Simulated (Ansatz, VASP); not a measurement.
Li2S: VASP beside Ansatz

```
CELL_PARAMETERS angstrom
0.00000 2.90029 2.90029
2.90029 0.00000 2.90029
2.90029 2.90029 0.00000
ATOMIC_POSITIONS crystal
S 0.00000 0.00000 0.00000
Li 0.75000 0.75000 0.75000
Li 0.25000 0.25000 0.25000
```

Change from the starting cell: volume scaled by 1.06.

Alike in both runs: task single point; functional PBE; k mesh 8 × 8 × 8; occupations fermi-dirac, width 0.05 eV; no spin polarisation.

|  | VASP | Ansatz |
| --- | --- | --- |
| version | VASP 6.6.1 | Ansatz 0.2.0 |
| potentials or method | VASP PAW PBE potentials, release 64 (S, Li_sv) | Ansatz PAW |
| plane-wave cutoff (eV) | 520 | 420 |
| valence electrons in the cell | 12 | 12 |

Ansatz gave:

```
gap on the k mesh at the Fermi level (eV) : 3.42
least direct gap on the mesh (eV)         : 4.00
```

Q: Which values does VASP return?

A: gap on the k mesh at the Fermi level (eV): 3.42; least direct gap on the mesh (eV): 4.01.

 A k mesh can miss the band edges.
